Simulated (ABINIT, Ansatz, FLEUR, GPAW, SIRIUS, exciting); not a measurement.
In: 6 runs at one level of theory

```
CELL_PARAMETERS angstrom
-1.86975 1.85713 1.91387
1.83353 -1.91280 1.93333
1.85852 1.90157 -1.96954
ATOMIC_POSITIONS crystal
In 0.99990 0.99783 0.00147
```

This isn't the form of In at room conditions, which is tetragonal.

The given cell was strained at random by a few per cent at fixed volume.

Alike in all runs: task single point; functional PBEsol; k mesh 10 × 10 × 10; occupations fermi-dirac, width 0.05 eV; no spin polarisation; no spin-orbit coupling. Pressure is positive in compression and, in plane waves, holds the error of the finite cutoff.

```json
{"program and potentials": "FLEUR, all-electron, FLAPW", "plane-wave cutoff (eV)": "-", "notes": "-", "band gap (eV)": "no gap", "pressure (GPa)": "-", "energy over the undisturbed cell (meV/atom)": "1.49"}
{"program and potentials": "exciting, all-electron LAPW+lo, shipped species files, valence relativity iora*", "plane-wave cutoff (eV)": "-", "notes": "-", "band gap (eV)": "no gap", "pressure (GPa)": "-", "energy over the undisturbed cell (meV/atom)": "1.53"}
{"program and potentials": "GPAW, PAW data sets generated for this functional", "plane-wave cutoff (eV)": "600", "notes": "-", "band gap (eV)": "no gap", "pressure (GPa)": "-1.63", "energy over the undisturbed cell (meV/atom)": "1.40"}
{"program and potentials": "ABINIT, PseudoDojo NC SR PBEsol v0.4.1 standard", "plane-wave cutoff (eV)": "952", "notes": "-", "band gap (eV)": "no gap", "pressure (GPa)": "-1.28", "energy over the undisturbed cell (meV/atom)": "1.50"}
{"program and potentials": "Ansatz, all-electron LAPW, scalar-relativistic", "plane-wave cutoff (eV)": "-", "notes": "-", "band gap (eV)": "no gap", "pressure (GPa)": "-1.29", "energy over the undisturbed cell (meV/atom)": "-"}
{"program and potentials": "SIRIUS, PseudoDojo 0.4.1 PBEsol standard (scalar relativistic)", "plane-wave cutoff (eV)": "960", "notes": "-", "band gap (eV)": "no gap", "pressure (GPa)": "-1.28", "energy over the undisturbed cell (meV/atom)": "1.50"}
```

None finds a gap. The pressure spans -1.63 (GPAW, PAW data sets generated for this functional) to -1.28 GPa (SIRIUS, PseudoDojo 0.4.1 PBEsol standard (scalar relativistic)), with all-electron results at -1.29.

Differences between rows come from potentials, basis sets and numerical settings, since the functional is the same but for its coding. Runs on potential files found faulty are left out.

Indium is metallic in this strained body-centred cubic cell, as expected: one atom with three valence electrons leaves an odd count per primitive cell, which can't fill spin-degenerate bands, and the broad 5s and 5p bands overlap anyway. The distortion costs little energy, 1.49 meV/atom in FLEUR and 1.50 in ABINIT and SIRIUS. At fixed volume the large volume-dependent part of the metallic energy hardly changes, leaving the weak resistance of sp bonding to shear.

The negative pressures mean that the cell is under tension and would tend to contract at this level of theory. ABINIT and SIRIUS use the same family of pseudopotentials, so their agreement mainly tests the codes; the all-electron pressure of -1.29 GPa is the more independent support. GPAW gives both the lowest strain energy and the most negative pressure, which probably reflects its data set or basis convergence. A positive energy for one strain doesn't establish mechanical stability against other shears, nor does it rank this structure against the tetragonal form.
